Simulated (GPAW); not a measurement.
# Sn (Fd-3m) in GPAW: convergence with plane-wave cutoff (eV)

Aim: find how far plane-wave cutoff (eV) must go before the results for Sn settle, at PBEsol+D3. This setting moves, with any that are tied to it; all else stays.

Program: GPAW 26.7.0. These are calculated values, not measurements. Logs are shortened: lines on timing, memory, paths and dates and some standing lists are left out, and cuts for length are marked. The log counts tension as positive stress, the text compression.

### 1 The crystal as given

The structure is cubic, space group Fd-3m (No. 227). The conventional cell has a = 6.467 Å, b = 6.467 Å, c = 6.467 Å, α = 90.00°, β = 90.00°, γ = 90.00°. Sn (site symmetry -43m) has 4 Sn at 2.80 Å as nearest neighbours.

This isn't the form of Sn at room conditions, which is tetragonal (white tin).

### 2 With plane-wave cutoff (eV) 240

File run.py:

```python
import json
import numpy as np
import spglib
from ase import Atoms
from ase.calculators.mixing import SumCalculator
from ase.constraints import FixSymmetry
from ase.filters import FrechetCellFilter
from ase.io import read, write
from ase.optimize import BFGS
from ase.stress import full_3x3_to_voigt_6_stress, voigt_6_to_full_3x3_strain, voigt_6_to_full_3x3_stress
from ase.units import GPa
from dftd3.ase import DFTD3
from gpaw import GPAW, PW, setup_paths

setup_paths.insert(0, '.')

atoms = read('Sn.cif')
cell, positions, numbers = spglib.find_primitive(
    (atoms.cell[:], atoms.get_scaled_positions(), atoms.numbers), symprec=1e-4)
atoms = Atoms(numbers, cell=cell, scaled_positions=positions, pbc=True)

calc = GPAW(mode=PW(240),
            xc='PBEsol',
            kpts={'size': (5, 5, 5), 'gamma': True},
            occupations={'name': 'fermi-dirac', 'width': 0.05},
            nbands=24,
            convergence={'density': 1e-06, 'eigenstates': 1e-09},
            maxiter=150,
            symmetry={'tolerance': 0.001},
            txt='gpaw.txt')
atoms.calc = SumCalculator([calc, DFTD3(method='pbesol', damping='d3zero')])
atoms.set_constraint(FixSymmetry(atoms))
BFGS(FrechetCellFilter(atoms), trajectory='relax.traj', logfile='-').run(fmax=0.005, steps=40)
atoms.set_constraint()
energy = atoms.get_potential_energy()
forces = atoms.get_forces()
stress = atoms.get_stress()
calc.write('gs.gpw')
write('result.traj', atoms)
print('Cell:', atoms.cell.cellpar().round(4))
print(atoms.get_scaled_positions().round(5))

gpts = tuple(int(n) for n in calc.get_number_of_grid_points())
cell = atoms.cell[:].T
dataset = spglib.get_symmetry((atoms.cell[:], atoms.get_scaled_positions(), atoms.numbers), symprec=1e-4)
rotations = [cell @ w @ np.linalg.inv(cell) for w in dataset['rotations']]
strains, clamped, relaxed = [], [], []
for v in [0, 3]:
    for e in (-0.005, 0.005):
        voigt = np.zeros(6)
        voigt[v] = e
        F = voigt_6_to_full_3x3_strain(voigt)
        a = atoms.copy()
        a.set_cell(atoms.cell[:] @ F, scale_atoms=True)
        c = GPAW(mode=PW(240),
                 xc='PBEsol',
                 kpts={'size': (5, 5, 5), 'gamma': True},
                 occupations={'name': 'fermi-dirac', 'width': 0.05},
                 nbands=24,
                 convergence={'density': 1e-06, 'eigenstates': 1e-09},
                 maxiter=150,
                 symmetry={'tolerance': 0.001},
                 gpts=gpts,
                 txt=f'strain-{v}{e:+.3f}.txt')
        a.calc = SumCalculator([c, DFTD3(method='pbesol', damping='d3zero')])
        s0 = s1 = a.get_stress() - stress
        BFGS(a, logfile=None).run(fmax=0.003, steps=25)
        s1 = a.get_stress() - stress
        print(v, e, 'clamped', (s0 / GPa).round(3), 'relaxed', (s1 / GPa).round(3), flush=True)
        for R in rotations:  # images under the point group
            eps = R @ (F - np.eye(3)) @ R.T
            strains.append(full_3x3_to_voigt_6_stress(eps) * [1, 1, 1, 2, 2, 2])
            for s, rows in ((s0, clamped), (s1, relaxed)):
                rows.append(full_3x3_to_voigt_6_stress(R @ voigt_6_to_full_3x3_stress(s) @ R.T))

C0, C = (np.linalg.lstsq(np.array(strains), np.array(s), rcond=None)[0].T / GPa for s in (clamped, relaxed))
print('Clamped-ion Cij (GPa):')
print(C0.round(1))
print('Relaxed-ion Cij (GPa):')
print(C.round(1))
json.dump({'clamped': C0.tolist(), 'relaxed': C.tolist()}, open('elastic.json', 'w'))
```

File Sn.cif:

```cif
data_Sn
_cell_length_a 6.46668560
_cell_length_b 6.46668560
_cell_length_c 6.46668560
_cell_angle_alpha 90.00000000
_cell_angle_beta 90.00000000
_cell_angle_gamma 90.00000000
_space_group_name_H-M_alt 'Fd-3m'
_space_group_name_Hall 'F 4d 2 3 -1d'
_space_group_IT_number 227
loop_
_space_group_symop_operation_xyz
'x,y,z'
'-y+1/4,x+1/4,z+1/4'
'-x,-y+1/2,z+1/2'
'y+3/4,-x+1/4,z+3/4'
'x,-y,-z'
'-y+1/4,-x+3/4,-z+3/4'
'-x,y+1/2,-z+1/2'
'y+3/4,x+3/4,-z+1/4'
'z,x,y'
'z+1/4,-y+1/4,x+1/4'
'z+1/2,-x,-y+1/2'
'z+3/4,y+3/4,-x+1/4'
'-z,x,-y'
'-z+3/4,-y+1/4,-x+3/4'
'-z+1/2,-x,y+1/2'
'-z+1/4,y+3/4,x+3/4'
'y,z,x'
'x+1/4,z+1/4,-y+1/4'
'-y+1/2,z+1/2,-x'
'-x+1/4,z+3/4,y+3/4'
'-y,-z,x'
'-x+3/4,-z+3/4,-y+1/4'
'y+1/2,-z+1/2,-x'
'x+3/4,-z+1/4,y+3/4'
'-x+1/4,-y+1/4,-z+1/4'
'y,-x,-z'
'x+1/4,y+3/4,-z+3/4'
'-y+1/2,x,-z+1/2'
'-x+1/4,y+1/4,z+1/4'
'y,x+1/2,z+1/2'
'x+1/4,-y+3/4,z+3/4'
'-y+1/2,-x+1/2,z'
'-z+1/4,-x+1/4,-y+1/4'
'-z,y,-x'
'-z+3/4,x+1/4,y+3/4'
'-z+1/2,-y+1/2,x'
'z+1/4,-x+1/4,y+1/4'
'z+1/2,y,x+1/2'
'z+3/4,x+1/4,-y+3/4'
'z,-y+1/2,-x+1/2'
'-y+1/4,-z+1/4,-x+1/4'
[... 89 lines left out ...]
'-z+1/4,x+1/4,y+1/4'
'-z,-y+1/2,x+1/2'
'z+3/4,-x+1/4,y+3/4'
'z,y,x'
'z+1/4,x+1/4,-y+1/4'
'z+1/2,-y+1/2,-x'
'-y+3/4,-z+1/4,-x+3/4'
'-x+1/2,-z,y+1/2'
'y+1/4,-z+3/4,x+3/4'
'x+1/2,-z+1/2,-y'
'y+3/4,z+1/4,-x+3/4'
'x,z+1/2,y+1/2'
'-y+1/4,z+3/4,x+3/4'
'-x,z,-y'
'x+1/2,y+1/2,z'
'-y+3/4,x+3/4,z+1/4'
'-x+1/2,-y,z+1/2'
'y+1/4,-x+3/4,z+3/4'
'x+1/2,-y+1/2,-z'
'-y+3/4,-x+1/4,-z+3/4'
'-x+1/2,y,-z+1/2'
'y+1/4,x+1/4,-z+1/4'
'z+1/2,x+1/2,y'
'z+3/4,-y+3/4,x+1/4'
'z,-x+1/2,-y+1/2'
'z+1/4,y+1/4,-x+1/4'
'-z+1/2,x+1/2,-y'
'-z+1/4,-y+3/4,-x+3/4'
'-z,-x+1/2,y+1/2'
'-z+3/4,y+1/4,x+3/4'
'y+1/2,z+1/2,x'
'x+3/4,z+3/4,-y+1/4'
'-y,z,-x'
'-x+3/4,z+1/4,y+3/4'
'-y+1/2,-z+1/2,x'
'-x+1/4,-z+1/4,-y+1/4'
'y,-z,-x'
'x+1/4,-z+3/4,y+3/4'
'-x+3/4,-y+3/4,-z+1/4'
'y+1/2,-x+1/2,-z'
'x+3/4,y+1/4,-z+3/4'
'-y,x+1/2,-z+1/2'
'-x+3/4,y+3/4,z+1/4'
'y+1/2,x,z+1/2'
'x+3/4,-y+1/4,z+3/4'
'-y,-x,z'
'-z+3/4,-x+3/4,-y+1/4'
'-z+1/2,y+1/2,-x'
'-z+1/4,x+3/4,y+3/4'
'-z,-y,x'
'z+3/4,-x+3/4,y+1/4'
'z,y+1/2,x+1/2'
'z+1/4,x+3/4,-y+3/4'
'z+1/2,-y,-x+1/2'
'-y+3/4,-z+3/4,-x+1/4'
'-x+1/2,-z+1/2,y'
'y+1/4,-z+1/4,x+1/4'
'x+1/2,-z,-y+1/2'
'y+3/4,z+3/4,-x+1/4'
'x,z,y'
'-y+1/4,z+1/4,x+1/4'
'-x,z+1/2,-y+1/2'
loop_
_atom_site_label
_atom_site_type_symbol
_atom_site_symmetry_multiplicity
_atom_site_Wyckoff_symbol
_atom_site_fract_x
_atom_site_fract_y
_atom_site_fract_z
_atom_site_occupancy
Sn1 Sn 8 a 0.2500000000 0.2500000000 0.2500000000 1
```

Potentials or basis: PAW data sets generated in the run's folder for this functional, pw.

Command:

```bash
$ gpaw-setup -f PBEsol Sn
$ OMP_NUM_THREADS=1 python run.py
```

gpaw.txt:

```text
__  _  _
 | _ |_)|_||  |
 |__||  | ||/\| - 26.7.0

Input parameters:
  mode=PW(ecut=240.0),
  convergence={'density': 1e-06, 'eigenstates': 1e-09},
  kpts=MonkhorstPack(size=(5, 5, 5), gamma=True),
  maxiter=150,
  nbands=24,
  occupations=Occupations(name='fermi-dirac', width=0.05),
  symmetry=Symmetry(tolerance=0.001),
  xc=XC(name='PBEsol')

Diagonalizing LCAO Hamiltonian
Converting LCAO to pw mode

            Sn

       Sn

Atoms  # Å, Bohr magnetons
|   | symbol |        x |        y |        z |    initial magnetic moments |
|---|--------|----------|----------|----------|-----------------------------|
| 0 |     Sn | 1.616671 | 1.616671 | 1.616671 | ( 0.0000,  0.0000,  0.0000) |
| 1 |     Sn | 0.000000 | 0.000000 | 0.000000 | ( 0.0000,  0.0000,  0.0000) |

Unit cell  # Å
| periodic |        x |        y |        z |  lengths |    angles |
|----------|----------|----------|----------|----------|-----------|
|      yes | 0.000000 | 3.233343 | 3.233343 | 4.572637 | 60.000000 |
|      yes | 3.233343 | 0.000000 | 3.233343 | 4.572637 | 60.000000 |
|      yes | 3.233343 | 3.233343 | 0.000000 | 4.572637 | 60.000000 |

Number of symmetries: 24
Symmetry operations  # r_c * U_cc + t_c -> r_c
|    | kind |            matrix            |
|----|------|------------------------------|
|  0 |  E   |  1, 0, 0,  0, 1, 0,  0, 0, 1 |
|  1 |  σ   |  1, 0, 0,  0, 0, 1,  0, 1, 0 |
|  2 |  σ   |  1, 0,-1,  0, 1,-1,  0, 0,-1 |
|  3 |  C3  |  1, 0,-1,  0, 0,-1,  0, 1,-1 |
|  4 |  C3  |  1,-1, 0,  0,-1, 1,  0,-1, 0 |
|  5 |  σ   |  1,-1, 0,  0,-1, 0,  0,-1, 1 |
|  6 |  σ   |  0, 1, 0,  1, 0, 0,  0, 0, 1 |
|  7 |  C3  |  0, 1, 0,  0, 0, 1,  1, 0, 0 |
|  8 |  C2  |  0, 1,-1,  1, 0,-1,  0, 0,-1 |
[... 121 lines left out ...]
SCF iterations
|iter     | |      energy | eigst |  dens |
|---------|-|-------------|-------|-------|
|iter:   1| |   -7.258761 | -0.85 |       |
|iter:   2| |   -7.256505 | -2.98 | -1.41 |
|iter:   3| |   -7.211617 | -2.90 | -1.43 |
|iter:   4| |   -7.211282 | -3.54 | -1.97 |
|iter:   5| |   -7.211578c| -4.72 | -2.82 |
|iter:   6| |   -7.211586c| -6.32 | -3.80 |
|iter:   7| |   -7.211587c| -7.12 | -4.32 |
|iter:   8| |   -7.211587c| -8.89 | -4.74 |
|iter:   9| |   -7.211587c| -9.78c| -5.47 |
|iter:  10| |   -7.211587c| -9.80c| -6.20c|

Converged in 10 steps
Energy contributions relative to reference atoms: (reference = -335871.806691)

Energy contributions:
  Kinetic:          49.725548
  Coulomb:         -46.502079
  Zero:              0.975931
  External:          0.000000
  Xc:              -11.408954
  Entropy:          -0.004065
  Spinorbit:         0.000000
  ----------------------------
  Free energy:      -7.213619
  Extrapolated:     -7.211587
[... 70 lines left out ...]
|  3 |  C3  |  1, 0,-1,  0, 0,-1,  0, 1,-1 |
|  4 |  C3  |  1,-1, 0,  0,-1, 1,  0,-1, 0 |
|  5 |  σ   |  1,-1, 0,  0,-1, 0,  0,-1, 1 |
|  6 |  σ   |  0, 1, 0,  1, 0, 0,  0, 0, 1 |
|  7 |  C3  |  0, 1, 0,  0, 0, 1,  1, 0, 0 |
|  8 |  C2  |  0, 1,-1,  1, 0,-1,  0, 0,-1 |
[... 121 lines left out ...]
SCF iterations
|iter     | |      energy | eigst |  dens |
|---------|-|-------------|-------|-------|
|iter:   1| |   -7.211359 | -5.61 |       |
|iter:   2| |   -7.211393 | -7.59 | -3.07 |
|iter:   3| |   -7.211699c| -7.10 | -3.09 |
|iter:   4| |   -7.211711c| -8.67 | -3.76 |
|iter:   5| |   -7.211714c| -8.89 | -4.12 |
|iter:   6| |   -7.211714c| -9.44c| -4.87 |
|iter:   7| |   -7.211714c| -9.98c| -5.20 |
|iter:   8| |   -7.211714c|-11.31c| -6.55c|

Converged in 8 steps
Energy contributions relative to reference atoms: (reference = -335871.806691)

Energy contributions:
  Kinetic:          49.707091
  Coulomb:         -46.489521
  Zero:              0.975928
  External:          0.000000
  Xc:              -11.403181
  Entropy:          -0.004062
  Spinorbit:         0.000000
  ----------------------------
  Free energy:      -7.213745
  Extrapolated:     -7.211714
[... 31 lines left out ...]
Stress tensor  # eV/Ang^3
|         x |         y |         z |
|-----------|-----------|-----------|
| -0.004523 | -0.000000 |  0.000000 |
| -0.000000 | -0.004523 |  0.000000 |
|  0.000000 |  0.000000 | -0.004523 |

Forces  # eV/Ang
|       x |        y |        z |
|---------|----------|----------|
| 0.00000 | -0.00000 |  0.00000 |  # Sn   0
| 0.00000 | -0.00000 | -0.00000 |  # Sn   1

Interpolating wave functions to new cell

            Sn

       Sn

Atoms  # Å, Bohr magnetons
|   | symbol |         x |         y |         z |    initial magnetic moments |
|---|--------|-----------|-----------|-----------|-----------------------------|
| 0 |     Sn |  1.617877 |  1.617877 |  1.617877 | ( 0.0000,  0.0000,  0.0000) |
| 1 |     Sn | -0.000000 | -0.000000 | -0.000000 | ( 0.0000,  0.0000,  0.0000) |

Unit cell  # Å
| periodic |         x |        y |        z |  lengths |    angles |
|----------|-----------|----------|----------|----------|-----------|
|      yes | -0.000000 | 3.235754 | 3.235754 | 4.576047 | 60.000000 |
|      yes |  3.235754 | 0.000000 | 3.235754 | 4.576047 | 60.000000 |
|      yes |  3.235754 | 3.235754 | 0.000000 | 4.576047 | 60.000000 |

Number of symmetries: 24
Symmetry operations  # r_c * U_cc + t_c -> r_c
|    | kind |            matrix            |
|----|------|------------------------------|
|  0 |  E   |  1, 0, 0,  0, 1, 0,  0, 0, 1 |
|  1 |  σ   |  1, 0, 0,  0, 0, 1,  0, 1, 0 |
|  2 |  σ   |  1, 0,-1,  0, 1,-1,  0, 0,-1 |
|  3 |  C3  |  1, 0,-1,  0, 0,-1,  0, 1,-1 |
|  4 |  C3  |  1,-1, 0,  0,-1, 1,  0,-1, 0 |
|  5 |  σ   |  1,-1, 0,  0,-1, 0,  0,-1, 1 |
|  6 |  σ   |  0, 1, 0,  1, 0, 0,  0, 0, 1 |
|  7 |  C3  |  0, 1, 0,  0, 0, 1,  1, 0, 0 |
|  8 |  C2  |  0, 1,-1,  1, 0,-1,  0, 0,-1 |
[... 121 lines left out ...]
SCF iterations
|iter     | |      energy | eigst |  dens |
|---------|-|-------------|-------|-------|
|iter:   1| |   -7.212049 | -4.34 |       |
|iter:   2| |   -7.212058 | -6.30 | -2.96 |
|iter:   3| |   -7.212217c| -5.91 | -2.98 |
|iter:   4| |   -7.212245c| -6.83 | -3.56 |
|iter:   5| |   -7.212251c| -7.13 | -3.93 |
|iter:   6| |   -7.212251c| -9.28c| -4.65 |
|iter:   7| |   -7.212251c| -9.21c| -5.15 |
|iter:   8| |   -7.212251c| -9.81c| -6.19c|

Converged in 8 steps
Energy contributions relative to reference atoms: (reference = -335871.806691)

Energy contributions:
  Kinetic:          49.623099
  Coulomb:         -46.431905
  Zero:              0.975758
  External:          0.000000
  Xc:              -11.377178
  Entropy:          -0.004050
  Spinorbit:         0.000000
  ----------------------------
  Free energy:      -7.214276
  Extrapolated:     -7.212251
[... 31 lines left out ...]
Stress tensor  # eV/Ang^3
|         x |         y |         z |
|-----------|-----------|-----------|
| -0.004061 | -0.000000 |  0.000000 |
| -0.000000 | -0.004061 | -0.000000 |
|  0.000000 | -0.000000 | -0.004061 |

Forces  # eV/Ang
|        x |        y |       z |
|----------|----------|---------|
|  0.00000 |  0.00000 | 0.00000 |  # Sn   0
| -0.00000 | -0.00000 | 0.00000 |  # Sn   1

# Writing to gs.gpw (mode='')
```

Run time: 69 s. Hardware: 1 thread of Arm Neoverse V2, shared host; peak memory 0.18 GiB.

What came out:

```yaml
Free_energy: -7.5221 eV
Relaxed_volume: 33.88 Å³/atom
Relaxed_cell: a = 4.576 Å, b = 4.576 Å, c = 4.576 Å, α = 60.00°, β = 60.00°, γ = 60.00°
Space_group_after_relaxing_to_0.05_Å: Fd-3m (No. 227)
Pressure_after_relaxing: 0.0 GPa
Band_gap_on_the_k_mesh: none (metal or under the smearing width)
Elastic_constants_C11_C12_C44: 70, 38, 11 GPa
Voigt_bulk_modulus: 49 GPa
Bulk_modulus_Hill: 49 GPa
Shear_modulus_Hill: 13 GPa
Young's_modulus: 35 GPa
Poisson's_ratio_from_the_elastic_constants: 0.38
Dispersion_energy_per_atom: -0.154 eV
```

### 3 With plane-wave cutoff (eV) 300

Changes to run.py since step 2:

```diff
@@ -21,3 +21,3 @@
 
-calc = GPAW(mode=PW(240),
+calc = GPAW(mode=PW(300),
             xc='PBEsol',
@@ -54,3 +54,3 @@
         a.set_cell(atoms.cell[:] @ F, scale_atoms=True)
-        c = GPAW(mode=PW(240),
+        c = GPAW(mode=PW(300),
                  xc='PBEsol',
```

Sn.cif is that of step 2.

Potentials or basis: PAW data sets generated in the run's folder for this functional, pw.

Command:

```bash
$ gpaw-setup -f PBEsol Sn
$ OMP_NUM_THREADS=1 python run.py
```

Run time: 77 s. Hardware: 1 thread of Arm Neoverse V2, shared host; peak memory 0.19 GiB.

What came out:

- Free energy: -7.8620 eV
- Relaxed volume: 31.08 Å³/atom
- Relaxed cell: a = 4.446 Å, b = 4.446 Å, c = 4.446 Å, α = 60.00°, β = 60.00°, γ = 60.00°
- Space group after relaxing (to 0.05 Å): Fd-3m (No. 227)
- Pressure after relaxing: 0.0 GPa
- Band gap on the k mesh: none (metal or under the smearing width)
- Elastic constants C11, C12, C44: 78, 55, 7 GPa
- Voigt bulk modulus: 63 GPa
- Bulk modulus (Hill): 63 GPa
- Shear modulus (Hill): 8 GPa
- Young's modulus: 24 GPa
- Poisson's ratio (from the elastic constants): 0.44
- Dispersion energy per atom: -0.166 eV

### 4 With plane-wave cutoff (eV) 370

Changes to run.py since step 3:

```diff
@@ -21,3 +21,3 @@
 
-calc = GPAW(mode=PW(300),
+calc = GPAW(mode=PW(370),
             xc='PBEsol',
@@ -54,3 +54,3 @@
         a.set_cell(atoms.cell[:] @ F, scale_atoms=True)
-        c = GPAW(mode=PW(300),
+        c = GPAW(mode=PW(370),
                  xc='PBEsol',
```

Sn.cif is that of step 3.

Command:

```bash
$ gpaw-setup -f PBEsol Sn
$ OMP_NUM_THREADS=1 python run.py
```

Wall time 82 s (1 thread of Arm Neoverse V2, shared host); peak memory 0.23 GiB.

What came out:

| Item | Value |
| --- | --- |
| Free energy | -8.5946 eV |
| Relaxed volume | 31.51 Å³/atom |
| Relaxed cell | a = 4.467 Å, b = 4.467 Å, c = 4.467 Å, α = 60.00°, β = 60.00°, γ = 60.00° |
| Space group after relaxing (to 0.05 Å) | Fd-3m (No. 227) |
| Pressure after relaxing | 0.0 GPa |
| Band gap on the k mesh | none (metal or under the smearing width) |
| Elastic constants C11, C12, C44 | 76, 53, 5 GPa |
| Voigt bulk modulus | 60 GPa |
| Bulk modulus (Hill) | 60 GPa |
| Shear modulus (Hill) | 7 GPa |
| Young's modulus | 21 GPa |
| Poisson's ratio (from the elastic constants) | 0.44 |
| Dispersion energy per atom | -0.164 eV |

### 5 With plane-wave cutoff (eV) 450

Changes to run.py since step 4:

```diff
@@ -21,3 +21,3 @@
 
-calc = GPAW(mode=PW(370),
+calc = GPAW(mode=PW(450),
             xc='PBEsol',
@@ -54,3 +54,3 @@
         a.set_cell(atoms.cell[:] @ F, scale_atoms=True)
-        c = GPAW(mode=PW(370),
+        c = GPAW(mode=PW(450),
                  xc='PBEsol',
```

Sn.cif is that of step 4.

Command:

```bash
$ gpaw-setup -f PBEsol Sn
$ OMP_NUM_THREADS=1 python run.py
```

Run time: 2.3 min. Hardware: 1 thread of Arm Neoverse V2, shared host; peak memory 0.24 GiB.

Results (log left out):

| Item | Value |
| --- | --- |
| Free energy | -9.0288 eV |
| Relaxed volume | 33.40 Å³/atom |
| Relaxed cell | a = 4.554 Å, b = 4.554 Å, c = 4.554 Å, α = 60.00°, β = 60.00°, γ = 60.00° |
| Space group after relaxing (to 0.05 Å) | Fd-3m (No. 227) |
| Pressure after relaxing | 0.0 GPa |
| Band gap on the k mesh | none (metal or under the smearing width) |
| Elastic constants C11, C12, C44 | 68, 39, 7 GPa |
| Voigt bulk modulus | 49 GPa |
| Bulk modulus (Hill) | 49 GPa |
| Shear modulus (Hill) | 10 GPa |
| Young's modulus | 27 GPa |
| Poisson's ratio (from the elastic constants) | 0.41 |
| Dispersion energy per atom | -0.156 eV |

### 6 With plane-wave cutoff (eV) 530

Changes to run.py since step 5:

```diff
@@ -21,3 +21,3 @@
 
-calc = GPAW(mode=PW(450),
+calc = GPAW(mode=PW(530),
             xc='PBEsol',
@@ -54,3 +54,3 @@
         a.set_cell(atoms.cell[:] @ F, scale_atoms=True)
-        c = GPAW(mode=PW(450),
+        c = GPAW(mode=PW(530),
                  xc='PBEsol',
```

Sn.cif is that of step 5.

Potentials or basis: PAW data sets generated in the run's folder for this functional, pw.

Command:

```bash
$ gpaw-setup -f PBEsol Sn
$ OMP_NUM_THREADS=1 python run.py
```

Wall time 2.3 min (1 thread of Arm Neoverse V2, shared host); peak memory 0.31 GiB.

Results (log left out):

| Property | Result |
| --- | --- |
| Free energy | -9.1116 eV |
| Relaxed volume | 34.24 Å³/atom |
| Relaxed cell | a = 4.592 Å, b = 4.592 Å, c = 4.592 Å, α = 60.00°, β = 60.00°, γ = 60.00° |
| Space group after relaxing (to 0.05 Å) | Fd-3m (No. 227) |
| Pressure after relaxing | 0.0 GPa |
| Band gap on the k mesh | none (metal or under the smearing width) |
| Elastic constants C11, C12, C44 | 67, 35, 10 GPa |
| Voigt bulk modulus | 45 GPa |
| Bulk modulus (Hill) | 45 GPa |
| Shear modulus (Hill) | 12 GPa |
| Young's modulus | 34 GPa |
| Poisson's ratio (from the elastic constants) | 0.38 |
| Dispersion energy per atom | -0.152 eV |

[end of part 1 of 2]
